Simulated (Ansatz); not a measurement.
**How settings move the G0W0 gap of GaAs (zincblende)**

Zincblende GaAs, relaxed with r2SCAN; one-shot G0W0 in Ansatz without spin-orbit coupling. No spin polarisation and no zero-point or thermal motion.

```xyz
2
Lattice="0.0000 2.8331 2.8331 2.8331 0.0000 2.8331 2.8331 2.8331 0.0000" Properties=species:S:1:pos:R:3 pbc="T T T"
Ga    0.0000    0.0000    0.0000
As    1.4165    1.4165    1.4165
```

Gaps are read over the mesh points alone. G0W0 here is at a finite number of bands, screening cutoff and k mesh, not at the basis limit.
```json
{"start": "PBE", "potentials": "PAW", "frequency model": "contour deformation", "mesh": "6×6×6", "empty bands": "103", "screening cutoff (eV)": "100", "Kohn-Sham gap (eV)": "0.46", "G0W0 gap (eV)": "1.25"}
{"start": "PBE", "potentials": "PAW", "frequency model": "contour deformation", "mesh": "6×6×6", "empty bands": "249", "screening cutoff (eV)": "180", "Kohn-Sham gap (eV)": "0.46", "G0W0 gap (eV)": "1.15"}
{"start": "PBE", "potentials": "PAW", "frequency model": "contour deformation", "mesh": "6×6×6", "empty bands": "483", "screening cutoff (eV)": "260", "Kohn-Sham gap (eV)": "0.46", "G0W0 gap (eV)": "1.03"}
{"start": "HSE06", "potentials": "PAW", "frequency model": "contour deformation", "mesh": "6×6×6", "empty bands": "249", "screening cutoff (eV)": "180", "Kohn-Sham gap (eV)": "1.36", "G0W0 gap (eV)": "1.64"}
{"start": "r2SCAN", "potentials": "PAW", "frequency model": "contour deformation", "mesh": "6×6×6", "empty bands": "249", "screening cutoff (eV)": "180", "Kohn-Sham gap (eV)": "0.96", "G0W0 gap (eV)": "1.43"}
{"start": "PBE0", "potentials": "PAW", "frequency model": "contour deformation", "mesh": "6×6×6", "empty bands": "249", "screening cutoff (eV)": "180", "Kohn-Sham gap (eV)": "1.95", "G0W0 gap (eV)": "1.80"}
{"start": "PBE", "potentials": "PAW", "frequency model": "Godby-Needs pole", "mesh": "6×6×6", "empty bands": "249", "screening cutoff (eV)": "180", "Kohn-Sham gap (eV)": "0.46", "G0W0 gap (eV)": "1.27"}
{"start": "PBE", "potentials": "PAW", "frequency model": "contour deformation", "mesh": "8×8×8", "empty bands": "73", "screening cutoff (eV)": "80", "Kohn-Sham gap (eV)": "0.47", "G0W0 gap (eV)": "1.29"}
{"start": "PBE", "potentials": "norm-conserving", "frequency model": "contour deformation", "mesh": "6×6×6", "empty bands": "249", "screening cutoff (eV)": "180", "Kohn-Sham gap (eV)": "0.46", "G0W0 gap (eV)": "1.17"}
```

Over the mesh points the PBE gap of 0.46 eV becomes a quasiparticle gap of 1.03 eV (direct at Γ), a change of +0.57 eV. Renormalisation factors Z lie between 0.72 and 0.77.

Raising bands and cutoff together moves the gap by -0.10 eV (100 to 180 eV), then -0.12 eV (180 to 260 eV); the last step is still large, so the basis limit isn't reached. Starting from HSE06 (1.36 eV against PBE's 0.46 eV) gives 1.64 eV, +0.49 eV from G0W0@PBE at the same screening cutoff. Starting from r2SCAN (0.96 eV against PBE's 0.46 eV) gives 1.43 eV, +0.28 eV from G0W0@PBE at the same screening cutoff. Starting from PBE0 (1.95 eV against PBE's 0.46 eV) gives 1.80 eV, +0.65 eV from G0W0@PBE at the same screening cutoff. The Godby-Needs plasmon pole differs from contour deformation by +0.12 eV. Norm-conserving potentials (wave cutoff 1143 eV against 420 eV) shift the quasiparticle gap by +0.02 eV and the PBE gap by 0.00 eV. On these meshes the dielectric constant comes out too large, which adds an error that these runs don't bound. r2SCAN runs take a wave cutoff of 500 eV.

The program warns that the k mesh is coarse for exact exchange in some of these runs, so their gaps aren't converged.

With a shallow d shell on the cation, G0W0 converges slowly in bands and cutoff, so these values are in doubt.
